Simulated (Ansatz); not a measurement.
Crystal: Hf2S.

```xyz
6
Lattice="3.3743 0.0000 0.0000 -1.6871 2.9222 0.0000 0.0000 0.0000 11.7174" Properties=species:S:1:pos:R:3 pbc="T T T"
Hf    0.0000    1.9481    1.1739
Hf    1.6871    0.9741    7.0327
Hf    0.0000    1.9481    4.6848
Hf    1.6871    0.9741   10.5435
S     0.0000    0.0000    2.9294
S     0.0000    0.0000    8.7881
```

The cell comes from a database or a generator and needn't be the stable form of this composition.

Base run:

| Quantity | Value |
| --- | --- |
| Program | Ansatz 0.2.0 |
| Functional | PBEsol |
| Potentials or basis | Ansatz PAW |
| Cutoff | 420 eV |
| Density cutoff | 1680 eV |
| k mesh | 9 × 9 × 3 |
| Occupations | fermi-dirac, width 0.05 eV |
| Spin | no spin polarisation |
| Hubbard terms | Hf d U = 8 eV |

Its results: band gap on the k mesh none (metal or under the smearing width); pressure 8.3 GPa; largest force 0.273 eV/Å.

Task: The run is repeated on the same cell with these changes: hubbard terms from Hf d U = 8 eV to Hf d U = 1 eV. What comes out?

Result: Band gap on the k mesh none (metal or under the smearing width); pressure -1.7 GPa; largest force 0.156 eV/Å.

Caveats: U without spin polarisation on a metal has little footing; the PAW data sets come from PBE, with cores solved anew for the run's functional, which leaves a small shift of forces and pressure; the density of states is complete only up to the lowest level of the last band computed.

Not every run made on this cell is shown here.
